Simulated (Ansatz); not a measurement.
Geometry optimisation in Ansatz: input, command and trajectory.

```yaml
crystal:
  lattice:
    - [5.4612249447, 0.0, 0.0]
    - [-2.7306124724, 4.7295595379, 0.0]
    - [0.0, 0.0, 8.8242765162]
  atoms:
    - { symbol: Rh, position: [0.3385970734, 0.1692985367, 0.3775971727] }
    - { symbol: Rh, position: [0.3331089757, 0.1665544879, 0.8741291088] }
    - { symbol: Rh, position: [0.3333333333, 0.6666666667, 0.3764635572] }
    - { symbol: Rh, position: [0.3333333333, 0.6666666667, 0.8730955945] }
    - { symbol: Rh, position: [0.8307014633, 0.1692985367, 0.3775971727] }
    - { symbol: Rh, position: [0.8334455121, 0.1665544879, 0.8741291088] }
    - { symbol: Rh, position: [0.8307014633, 0.6614029266, 0.3775971727] }
    - { symbol: Rh, position: [0.8334455121, 0.6668910243, 0.8741291088] }
    - { symbol: Rh, position: [0.1692985367, 0.3385970734, 0.1224028273] }
    - { symbol: Rh, position: [0.1665544879, 0.3331089757, 0.6258708912] }
    - { symbol: Rh, position: [0.1692985367, 0.8307014633, 0.1224028273] }
    - { symbol: Rh, position: [0.1665544879, 0.8334455121, 0.6258708912] }
    - { symbol: Rh, position: [0.6666666667, 0.3333333333, 0.1235364428] }
    - { symbol: Rh, position: [0.6666666667, 0.3333333333, 0.6269044055] }
    - { symbol: Rh, position: [0.6614029266, 0.8307014633, 0.1224028273] }
    - { symbol: Rh, position: [0.6668910243, 0.8334455121, 0.6258708912] }
    - { symbol: H, position: [0.0, 0.0, 0.25] }
basis:
  ecutwfc: 420
kpoints:
  mp_grid: { grid: [6, 6, 4] }
hamiltonian:
  xc: pbe
scf:
  occupations: { method: gaussian, width: 0.1 }
output:
  forces: true
  stress: true
  eigenvalues: true
relax:
  adjacent_minimum: "off"
  f_tol: 0.025
  max_steps: 60
  cell: { stress_tol: 0.12 }
```

```bash
ansatz run input.yaml --threads 2 --pin off --max-ram 5120MiB --backend cpu --events-out ev --progress --plain --runs-dir out
```

Computed with DFT PBE, scalar-relativistic, plane waves, PAW in Ansatz 0.2.0.

Of 4 frames 4 are shown, positions in Å and forces in eV/Å; the SCF threshold varies from step to step. Steps run on the plane waves of an earlier cell, with a Pulay correction in the pressure. The basis is chosen afresh for the last frame, the zero of the energies, and can be on the way; energy and pressure step there, also at an unchanged geometry.

```xyz
17
Lattice="5.4612 0.0000 0.0000 -2.7306 4.7296 0.0000 0.0000 0.0000 8.8243" Properties=species:S:1:pos:R:3:forces:R:3 pbc="T T T" step=1 free_energy_over_end_meV_per_atom=0.12 pressure_GPa=0.27
Rh    1.3869    0.8007    3.3320    0.0250    0.0140    0.0070
Rh    1.3644    0.7877    7.7136    0.0040    0.0020    0.0210
Rh    0.0000    3.1530    3.3220    0.0000    0.0000    0.0170
Rh    0.0000    3.1530    7.7044    0.0000    0.0000   -0.0030
Rh    4.0744    0.8007    3.3320   -0.0250    0.0140    0.0070
Rh    4.0968    0.7877    7.7136   -0.0040    0.0020    0.0210
Rh    2.7306    3.1281    3.3320    0.0000   -0.0290    0.0070
Rh    2.7306    3.1541    7.7136    0.0000   -0.0050    0.0210
Rh    0.0000    1.6014    1.0801    0.0000    0.0290   -0.0070
Rh    0.0000    1.5755    5.5229    0.0000    0.0050   -0.0210
Rh   -1.3437    3.9289    1.0801    0.0250   -0.0140   -0.0070
Rh   -1.3662    3.9418    5.5229    0.0040   -0.0020   -0.0210
Rh    2.7306    1.5765    1.0901    0.0000    0.0000   -0.0170
Rh    2.7306    1.5765    5.5320    0.0000    0.0000    0.0030
Rh    1.3437    3.9289    1.0801   -0.0250   -0.0140   -0.0070
Rh    1.3662    3.9418    5.5229   -0.0040   -0.0020   -0.0210
H     0.0000    0.0000    2.2061    0.0000    0.0000    0.0000
17
Lattice="5.4578 0.0000 0.0000 -2.7289 4.7266 0.0000 0.0000 0.0000 8.8541" Properties=species:S:1:pos:R:3:forces:R:3 pbc="T T T" step=2 free_energy_over_end_meV_per_atom=0.04 pressure_GPa=-0.28
Rh    1.3875    0.8011    3.3436   -0.0050   -0.0030   -0.0010
Rh    1.3636    0.7873    7.7412   -0.0020   -0.0010   -0.0010
Rh    0.0000    3.1510    3.3348    0.0000    0.0000   -0.0010
Rh    0.0000    3.1510    7.7292    0.0000    0.0000   -0.0040
Rh    4.0703    0.8011    3.3436    0.0050   -0.0030   -0.0010
Rh    4.0942    0.7873    7.7412    0.0020   -0.0010   -0.0010
Rh    2.7289    3.1244    3.3436    0.0000    0.0060   -0.0010
Rh    2.7289    3.1520    7.7412    0.0000    0.0030   -0.0010
Rh    0.0000    1.6021    1.0835    0.0000   -0.0060    0.0010
Rh    0.0000    1.5745    5.5400    0.0000   -0.0030    0.0010
Rh   -1.3414    3.9255    1.0835   -0.0050    0.0030    0.0010
Rh   -1.3653    3.9393    5.5400   -0.0020    0.0010    0.0010
Rh    2.7289    1.5755    1.0922    0.0000    0.0000    0.0010
Rh    2.7289    1.5755    5.5520    0.0000    0.0000    0.0040
Rh    1.3414    3.9255    1.0835    0.0050    0.0030    0.0010
Rh    1.3653    3.9393    5.5400    0.0020    0.0010    0.0010
H     0.0000    0.0000    2.2135    0.0000    0.0000    0.0000
17
Lattice="5.4552 0.0000 0.0000 -2.7276 4.7244 0.0000 0.0000 0.0000 8.8510" Properties=species:S:1:pos:R:3:forces:R:3 pbc="T T T" step=3 free_energy_over_end_meV_per_atom=0.01 pressure_GPa=0.05
Rh    1.3867    0.8006    3.3424   -0.0020   -0.0010    0.0000
Rh    1.3629    0.7868    7.7385   -0.0010    0.0000   -0.0010
Rh    0.0000    3.1496    3.3336    0.0000    0.0000   -0.0010
Rh    0.0000    3.1496    7.7262    0.0000    0.0000   -0.0010
Rh    4.0685    0.8006    3.3424    0.0020   -0.0010    0.0000
Rh    4.0924    0.7868    7.7385    0.0010    0.0000   -0.0010
Rh    2.7276    3.1232    3.3424    0.0000    0.0030    0.0000
Rh    2.7276    3.1507    7.7385    0.0000    0.0010   -0.0010
Rh    0.0000    1.6012    1.0831    0.0000   -0.0030    0.0000
Rh    0.0000    1.5737    5.5380    0.0000   -0.0010    0.0010
Rh   -1.3409    3.9238    1.0831   -0.0020    0.0010    0.0000
Rh   -1.3648    3.9375    5.5380   -0.0010    0.0000    0.0010
Rh    2.7276    1.5748    1.0919    0.0000    0.0000    0.0010
Rh    2.7276    1.5748    5.5503    0.0000    0.0000    0.0010
Rh    1.3409    3.9238    1.0831    0.0020    0.0010    0.0000
Rh    1.3648    3.9375    5.5380    0.0010    0.0000    0.0010
H     0.0000    0.0000    2.2128    0.0000    0.0000    0.0000
17
Lattice="5.4552 0.0000 0.0000 -2.7276 4.7244 0.0000 0.0000 0.0000 8.8510" Properties=species:S:1:pos:R:3:forces:R:3 pbc="T T T" step=4 free_energy_over_end_meV_per_atom=0.00 pressure_GPa=0.05
Rh    1.3867    0.8006    3.3424   -0.0020   -0.0010    0.0000
Rh    1.3629    0.7868    7.7385   -0.0010    0.0000   -0.0010
Rh    0.0000    3.1496    3.3336    0.0000    0.0000   -0.0010
Rh    0.0000    3.1496    7.7262    0.0000    0.0000   -0.0010
Rh    4.0685    0.8006    3.3424    0.0020   -0.0010    0.0000
Rh    4.0924    0.7868    7.7385    0.0010    0.0000   -0.0010
Rh    2.7276    3.1232    3.3424    0.0000    0.0030    0.0000
Rh    2.7276    3.1507    7.7385    0.0000    0.0010   -0.0010
Rh    0.0000    1.6012    1.0831    0.0000   -0.0030    0.0000
Rh    0.0000    1.5737    5.5380    0.0000   -0.0010    0.0010
Rh   -1.3409    3.9238    1.0831   -0.0020    0.0010    0.0000
Rh   -1.3648    3.9375    5.5380   -0.0010    0.0000    0.0010
Rh    2.7276    1.5748    1.0919    0.0000    0.0000    0.0010
Rh    2.7276    1.5748    5.5503    0.0000    0.0000    0.0010
Rh    1.3409    3.9238    1.0831    0.0020    0.0010    0.0000
Rh    1.3648    3.9375    5.5380    0.0010    0.0000    0.0010
H     0.0000    0.0000    2.2128    0.0000    0.0000    0.0000
```

Time: 2 min on 2 threads of Arm Neoverse V1 (shared host), peak memory 1.1 GiB.